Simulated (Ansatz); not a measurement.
Density of states of ZnTe (F-43m) below the valence band maximum, r2SCAN with spin-orbit coupling, rigid bands (Ansatz, a program for electronic structure); cell volume 57.1 Å³.

```
energy from edge (eV)  10⁻³ states/eV/cell
---------------------  -------------------
0.006                                 18.5
0.031                                 43.7
0.056                                 60.8
0.081                                 76.0
0.106                                 90.3
0.131                                  105
0.156                                  119
0.181                                  133
0.206                                  148
0.231                                  163
0.256                                  178
0.281                                  195
0.319                                  221
0.344                                  238
0.369                                  256
0.394                                  275
0.419                                  295
0.444                                  314
0.469                                  335
0.494                                  356
0.519                                  378
0.544                                  402
0.569                                  425
0.594                                  450
```

Question: What effective density of states at 300 K does this give (∫ g(E) exp(−E/k_BT) dE, both spins, divided by the cell's size)?

Answer: 1.6e19 cm⁻³, a density-of-states mass of 0.75 mₑ, valleys and band degeneracy included.

Geometry: cell and atoms relaxed with r2SCAN.
